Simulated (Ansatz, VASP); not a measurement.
# Cross-check of Cu (monovacancy in Cu) between VASP and Ansatz, part 2 of 2

One calculation is typed for both programs; each brings its own data sets. How far apart do they land? Of the first pair: The structure shown is the start of the Ansatz relaxation below; VASP solves that cell, so the two are compared at the walk's first step.

VASP 6.6.1 and Ansatz 0.2.0.

So far. Step 3 (VASP: single point, PBE, start cell, pair 1): The run ends at a pressure of -0.55 GPa, with forces up to 0.16 eV/Å.

**5. Ansatz: relaxation, PBE**

This run makes the geometry at which the two programs are then compared.

The structure compared here is the end of the Ansatz relaxation.

This is the run of step 2 again, met here at its other cell.

**6. VASP: single point, PBE, relaxed atoms in a fixed cell, pair 2**

The same cell, functional, mesh and smearing now go to VASP, with its own data sets.

File INCAR:

```
SYSTEM = Cu
PREC = Accurate
ENCUT = 520
EDIFF = 1E-06
NELM = 120
ISMEAR = 1
SIGMA = 0.1
LREAL = Auto
ALGO = Normal
GGA = PE
NBANDS = 200
LASPH = .TRUE.
LORBIT = 11
LWAVE = .FALSE.
LCHARG = .FALSE.
ISIF = 2
GGA_COMPAT = .FALSE.
KPAR = 4
```

File POSCAR:

```
Cu
1.0
    7.2616590300      0.0000000000      0.0000000000
    0.0000000000      7.2616590300      0.0000000000
    0.0000000000      0.0000000000      7.2616590300
Cu
31
Direct
    0.0000000000      0.0000000000      0.0000000000
    0.0000000000      0.2508491369      0.2508491369
    0.2508491369      0.0000000000      0.2508491369
    0.2508491369      0.2508491369      0.0000000000
    0.0000000000      0.0000000000      0.5000000000
    0.0000000000      0.2508491369      0.7491508631
    0.2508491369      0.0000000000      0.7491508631
    0.2525279108      0.2525279108      0.5000000000
    0.0000000000      0.5000000000      0.0000000000
    0.0000000000      0.7491508631      0.2508491369
    0.2525279108      0.5000000000      0.2525279108
    0.2508491369      0.7491508631      0.0000000000
    0.0000000000      0.5000000000      0.5000000000
    0.0000000000      0.7491508631      0.7491508631
    0.2525279108      0.5000000000      0.7474720892
    0.2525279108      0.7474720892      0.5000000000
    0.5000000000      0.0000000000      0.0000000000
    0.5000000000      0.2525279108      0.2525279108
    0.7491508631      0.0000000000      0.2508491369
    0.7491508631      0.2508491369      0.0000000000
    0.5000000000      0.0000000000      0.5000000000
    0.5000000000      0.2525279108      0.7474720892
    0.7491508631      0.0000000000      0.7491508631
    0.7474720892      0.2525279108      0.5000000000
    0.5000000000      0.5000000000      0.0000000000
    0.5000000000      0.7474720892      0.2525279108
    0.7474720892      0.5000000000      0.2525279108
    0.7491508631      0.7491508631      0.0000000000
    0.5000000000      0.7474720892      0.7474720892
    0.7474720892      0.5000000000      0.7474720892
    0.7474720892      0.7474720892      0.5000000000
```

File KPOINTS:

```
Automatic mesh
0
Gamma
4 4 4
0 0 0
```

Potentials, in the order of the species: Cu (PBE family, release 64).

Started as:

```console
> mpirun -np 4 vasp_std
```

The program printed:

```text
[... set-up lines as in an earlier step ...]
 entering main loop
       N       E                     dE             d eps       ncg     rms          rms(c)
DAV:   1     0.389159810462E+04    0.38916E+04   -0.13557E+05  4000   0.302E+03
DAV:   2     0.642030474918E+03   -0.32496E+04   -0.31578E+04  4000   0.678E+02
DAV:   3    -0.764865223707E+02   -0.71852E+03   -0.67759E+03  4000   0.311E+02
DAV:   4    -0.140126574600E+03   -0.63640E+02   -0.59446E+02  4240   0.122E+02
[...]
DAV:  18    -0.114463972921E+03    0.83827E-05   -0.58482E-05  4632   0.556E-02    0.527E-03
DAV:  19    -0.114463970780E+03    0.21411E-05   -0.11420E-05  4104   0.380E-02    0.388E-03
DAV:  20    -0.114463970795E+03   -0.15098E-07   -0.13275E-06  2288   0.108E-02
   1 F= -.11446397E+03 E0= -.11446453E+03  d E =0.166481E-02
```

Parts of OUTCAR (step 6):

```text
  Total       -1.7119616     -1.7119616     -1.7119616     -0.0000000     -0.0000000      0.0000000
  in kB       -7.1630345     -7.1630345     -7.1630345     -0.0000000     -0.0000000      0.0000000
  external PRESSURE =      -7.1630345 kB  Pullay stress =       0.0000000 kB

 POSITION                                       TOTAL-FORCE (eV/Angst)
 -----------------------------------------------------------------------------------
      0.00000      0.00000      0.00000        -0.000000      0.000000      0.000000
      0.00000      1.82158      1.82158        -0.000000      0.000764      0.000764
      1.82158      0.00000      1.82158         0.000764      0.000000      0.000764
      1.82158      1.82158      0.00000         0.000764      0.000764      0.000000
      0.00000      0.00000      3.63083        -0.000000      0.000000      0.000000
      0.00000      1.82158      5.44008        -0.000000      0.000764     -0.000764
      1.82158      0.00000      5.44008         0.000764      0.000000     -0.000764
      1.83377      1.83377      3.63083         0.001941      0.001941      0.000000
      0.00000      3.63083      0.00000        -0.000000      0.000000      0.000000
      0.00000      5.44008      1.82158        -0.000000     -0.000764      0.000764
      1.83377      3.63083      1.83377         0.001941      0.000000      0.001941
      1.82158      5.44008      0.00000         0.000764     -0.000764      0.000000
      0.00000      3.63083      3.63083        -0.000000      0.000000      0.000000
      0.00000      5.44008      5.44008        -0.000000     -0.000764     -0.000764
[...]
-----------------------------------------------------------------------------------
    total drift:                                0.000000     -0.000000      0.000000

  FREE ENERGIE OF THE ION-ELECTRON SYSTEM (eV)
  ---------------------------------------------------
  free  energy   TOTEN  =      -114.4639707947 eV

  energy  without entropy=     -114.4656356080  energy(sigma->0) =     -114.46452573

[... 1 part as in an earlier step ...]

[... 2 further parts left out ...]
[key lines of the parts left out:]
E-fermi :   7.0081
```

The run ends at a pressure of -0.72 GPa, with forces up to 0.0027 eV/Å.

**7. Comparison**

What differs besides the data sets and the points named for the pairs above, as far as they apply: the data sets hold 589 valence electrons in Ansatz (on its default PAW (the set named soft_2) files) and 341 in VASP. Total energies have different zeros and are not compared.

The largest component of a force difference here is 3 meV/Å.

**8. What came out**

```json
{
  "r.m.s. force difference (single point, PBE, start cell, pair 1)": "1.5 meV/Å",
  "r.m.s. force difference (single point, PBE, relaxed atoms in a fixed cell, pair 2)": "1.6 meV/Å"
}
```

The r.m.s. force difference is 1.6 meV/Å (single point, PBE, relaxed atoms in a fixed cell, pair 2), within the 12 meV/Å picked in this series as the mark of a large difference. The data sets hold unlike numbers of valence electrons (589 in Ansatz and 341 in VASP), so part of the differences may come from the potentials. 1 further pair of this series is not shown here. How closely two codes agree says nothing of how well the functional describes the real material.

[Lines on the potential files, build, host, timing and source positions are cut from VASP's logs without a mark.]

[Logs are printed without paths, hosts, clocks, repeated set-up lines and the standing remarks that a program may print on its own settings, such as how far it seeks lower states.]

[Hosts, paths, dates, database ids (printed as entryN), source tags and the programs' standing remarks are cut or masked in the printed files.]
